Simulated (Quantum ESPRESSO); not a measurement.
Cu under changes of volume

One of the cells (11.810 Å³/atom); the others are scaled copies at fixed shape and fractional positions:

```
Cu
1.0
     0.00000    1.80750    1.80750
     1.80750    0.00000    1.80750
     1.80750    1.80750    0.00000
Cu
1
Cartesian
  0.0000 0.0000 0.0000
```

| Quantity | Value |
| --- | --- |
| Program | Quantum ESPRESSO 7.5 |
| Functional | r2SCAN |
| Dispersion | D3(BJ) |
| Potentials or basis | SG15 PBE 1.2 |
| Cutoff | 1197 eV |
| Density cutoff | 4789 eV |
| k mesh | 10 × 10 × 10 |
| Occupations | fermi-dirac, width 0.05 eV |
| Spin | no spin polarisation |

| volume (Å³/atom) | energy over the lowest point (meV/atom) | pressure (GPa) |
| --- | --- | --- |
| 11.102 | 3.58 | 4.1 |
| 11.338 | 0.00 | 0.4 |
| 11.574 | 1.45 | -2.8 |
| 11.810 | ? | ? |
| 12.047 | 17.22 | -8.1 |
| 12.283 | 30.53 | -10.3 |
| 12.519 | 46.91 | -12.3 |

Problem. What does the run at 11.810 Å³/atom give?

Solution. Energy over the lowest point 7.37 meV/atom; pressure -5.6 GPa.

Worked out: A Birch-Murnaghan fit of order 3 (a polynomial in V^(-2/3)) to the other rows has its minimum at 11.38 Å³/atom with B0 = V·E''(V) = 161 GPa and B' = 4.9. It gives 7.34 meV/atom at 11.810 Å³/atom, against the run's 7.37, and -dE/dV = -5.4 GPa, against -5.6.

Energies are extrapolated to zero smearing.

Caveats: the potentials were made for another functional, which shifts forces and pressure; pairwise dispersion overbinds metals, which lowers pressure and volume.
